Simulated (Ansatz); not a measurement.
## Cancellation of cutoff errors in TiO2

The calculation used DFT r2SCAN, scalar-relativistic, plane waves, PAW (Ansatz).

```yaml
crystal:
  lattice:
    - [2.70603, -2.70666, 0.00000]
    - [2.70603, 2.70666, 0.00000]
    - [-2.63353, 0.00000, 4.79664]
  atoms:
    - { symbol: Ti, position: [0.13411, 0.86589, 0.25000] }
    - { symbol: Ti, position: [0.86589, 0.13411, 0.75000] }
    - { symbol: O, position: [0.33122, 0.08876, 0.66715] }
    - { symbol: O, position: [0.66878, 0.91124, 0.33285] }
    - { symbol: O, position: [0.91124, 0.66878, 0.83285] }
    - { symbol: O, position: [0.08876, 0.33122, 0.16715] }
```

```
Γ-centred k-mesh : 8×8×6
occupation rule  : Gaussian smearing, 0.02 eV
spin treatment   : unpolarised
```

A second cell has all atoms moved and the lattice slightly strained:

```yaml
crystal:
  lattice:
    - [2.68055, -2.72841, -0.06174]
    - [2.67526, 2.72312, -0.05440]
    - [-2.70909, 0.00908, 4.80528]
  atoms:
    - { symbol: Ti, position: [0.12195, 0.85755, 0.23625] }
    - { symbol: Ti, position: [0.87558, 0.14822, 0.75586] }
    - { symbol: O, position: [0.35401, 0.09895, 0.67383] }
    - { symbol: O, position: [0.67320, 0.94190, 0.32167] }
    - { symbol: O, position: [0.96818, 0.68269, 0.84674] }
    - { symbol: O, position: [0.06404, 0.34910, 0.17459] }
```

It ran on a 6×6×6 mesh, another than the first cell's, which shifts the difference by nearly the same amount at every cutoff. Both were run at several values of the cutoff; energies per atom at zero smearing, errors against the largest value (600 eV), which isn't proved converged itself.

```
cutoff error, first cell (meV) error, second cell (meV)
200 eV                  5555.52                   5602.81
250 eV                  1440.19                   1429.47
300 eV                   330.42                    323.97
350 eV                    58.49                     58.43
500 eV                     2.31                      2.38
```

At the largest value the second cell lies 33.16 meV/atom above the first. What is the error of that difference at each value, and where does each quantity come within 1 meV/atom?

The error of the difference is the second cell's error less the first's:
```
cutoff difference (meV) its error (meV)
200 eV             80.45            47.29
250 eV             22.43           -10.73
300 eV             26.71            -6.45
350 eV             33.10            -0.06
500 eV             33.23             0.07
```

No value below the largest brings the first cell's total energy within 1 meV/atom, while the difference is there from 350 eV on. Most of the error cancels, by a factor of about 117 in the median. A missing short wave mostly misdescribes the region near each nucleus, which both cells share; what doesn't cancel comes largely from the change of volume and bonding.